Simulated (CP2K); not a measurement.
Crystal: ZrS2.

```xyz
3
Lattice="3.6914 0.0000 0.0000 -1.8457 3.1968 0.0000 0.0000 0.0000 6.0411" Properties=species:S:1:pos:R:3 pbc="T T T"
Zr    0.0000    0.0000    0.0000
S     0.0000    2.1312    1.4372
S     1.8457    1.0656    4.6038
```

The cell is a database's computed one.

Program: CP2K 2026.2. Alike in all runs: task band structure; no spin polarisation; cell as given; k mesh 8 × 8 × 5.

**Question.** Order these runs on this cell by their band gap on the k mesh, lowest first.
A. level r2SCAN; potentials or basis POTENTIAL_UZH Zr GTH-SCAN-q12, S GTH-SCAN-q6; TZVP-MOLOPT-SCAN-GTH basis; smearing fermi-dirac 0.0259 eV; NGRIDS 5; points a segment of the path (NPOINTS) 10; bands added on the path 6; CUTOFF of the grids 700 Ry
B. level LDA; potentials or basis GTH_POTENTIALS Zr GTH-PADE-q12, S GTH-PADE-q6; TZVP-MOLOPT-PBE-GTH basis; smearing fermi-dirac 0.0259 eV; NGRIDS 5; points a segment of the path (NPOINTS) 6; bands added on the path 2; CUTOFF of the grids 450 Ry
C. level TB-mBJ; potentials or basis POTENTIAL_UZH Zr GTH-PBE-q12, S GTH-PBE-q6; TZVP-MOLOPT-PBE-GTH basis; smearing fermi-dirac 0.01 eV; NGRIDS 4; points a segment of the path (NPOINTS) 8; bands added on the path 4; CUTOFF of the grids 700 Ry

**Answer.** B (0.93 eV), C (1.12 eV), A (1.38 eV).

Caveats: the basis of atomic orbitals isn't converged, which shifts pressures, moduli and gaps; this is a model potential without an energy functional, so only levels have meaning (some runs).

